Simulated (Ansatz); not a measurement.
# F: the band gap up the ladder of functionals

An exercise on one series of results from a longer session: the logs are not shown, and one member is left open.

The runs shown are made with Ansatz 0.2.0. PAW datasets, plane waves. Calculated at 0 K for a non-magnetic cell.

**Starting point**

The cell was relaxed beforehand with r2SCAN+rVV10.

Space group C2/c (No. 15), monoclinic; conventional cell a = 4.946 Å, b = 3.231 Å, c = 6.535 Å, β = 90.4°, 13.05 Å³ an atom. F has 1 F at 1.40 Å.

As a file:

```cif
data_structure
_symmetry_space_group_name_H-M 'C2/c'
_symmetry_Int_Tables_number 15
_cell_length_a 4.9463
_cell_length_b 3.2313
_cell_length_c 6.5346
_cell_angle_alpha 90.000
_cell_angle_beta 90.378
_cell_angle_gamma 90.000
_cell_volume 104.44
loop_
_atom_site_label
_atom_site_type_symbol
_atom_site_symmetry_multiplicity
_atom_site_Wyckoff_symbol
_atom_site_fract_x
_atom_site_fract_y
_atom_site_fract_z
_atom_site_occupancy
F1 F 8 f 0.74941 0.84477 0.40356 1
```

Set-up of the first run:

Input file input.yaml:

```yaml
crystal:
  lattice:
    - [2.4704060226, -1.6156446729, 0.1165140155]
    - [2.4704060226, 1.6156446729, 0.1165140155]
    - [-0.2647424438, 0.0, 6.5292187134]
  atoms:
    - { symbol: F, position: [0.5941752474, 0.9046440903, 0.5964352601] }
    - { symbol: F, position: [0.0953559097, 0.4058247526, 0.9035647399] }
    - { symbol: F, position: [0.4058247526, 0.0953559097, 0.4035647399] }
    - { symbol: F, position: [0.9046440903, 0.5941752474, 0.0964352601] }
kpoints:
  mp_grid: { grid: [10, 10, 4] }
  band_path:
    path:
      - [[0.0, 0.0, 0.0], [0.356696210025, -0.356696210025, 2.718098847481e-17]]
      - [[-0.356696210025, -0.643303789975, -1.068868380365e-17], [-0.5, -0.5, -2.67341610942e-17], [0.0, 0.0, 0.0], [-0.5, -0.5, -0.5], [-0.3561628679091, -0.6438371320909, -0.5]]
      - [[0.3561628679091, -0.3561628679091, -0.5], [-1.303270203904e-18, -1.390555895023e-18, -0.5], [0.0, 0.0, 0.0]]
      - [[5.957535607424e-17, -0.5, -0.5], [0.0, 0.0, 0.0], [9.434856632912e-17, -0.5, 1.866261273551e-18]]
    npoints: 10
hamiltonian:
  xc: pbe
scf:
  occupations: { method: fermi_dirac, width: 0.02 }
  n_extra_bands: 5
output:
  forces: true
  stress: true
  eigenvalues: true
  write_density: true
  write_potential: true
  elf: true
  volumetric_format: npy
```

On the command line:

```console
ansatz run input.yaml --threads 2 --pin off --max-ram 2211MiB --backend cpu --events-out ev --progress --plain --runs-dir out
```

Among the steps run: PBE band path; r2SCAN at the same geometry; HSE06; PBE0; LDA at the same geometry; G0W0 on PBE; Single point with DDH-PBE0; r2SCANh; Single point with r2SCAN0.

One of the session's tables, all rows but one given; the rest of the session is left out.

```
   level  gap (eV)
     PBE      2.95
  r2SCAN      3.81
   HSE06         ?
    PBE0      6.97
     LDA      2.70
DDH-PBE0     10.95
 r2SCANh      5.30
 r2SCAN0      7.55
```

Estimate the missing values for HSE06.

**Answer.** gap (eV): 6.16. In the column «gap (eV)» it lies between r2SCANh (5.30) and PBE0 (6.97).

Meshes: PBE 10×10×4, r2SCAN 10×10×4, HSE06 6×6×4, PBE0 6×6×4, LDA 10×10×4, DDH-PBE0 6×6×4, r2SCANh 6×6×4, r2SCAN0 6×6×4

Against HSE06, PBE is short by 3.21 eV, at 48 % of it, and r2SCAN 62 %. PBE0 lies 0.81 eV above HSE06, which differs from it by screening the long-range exchange. The levels disagree on whether the gap is direct.

Caveats from the session: Warnings in the runs' records: stress exchange threshold loose, stress scf threshold loose, qp edge doubted.
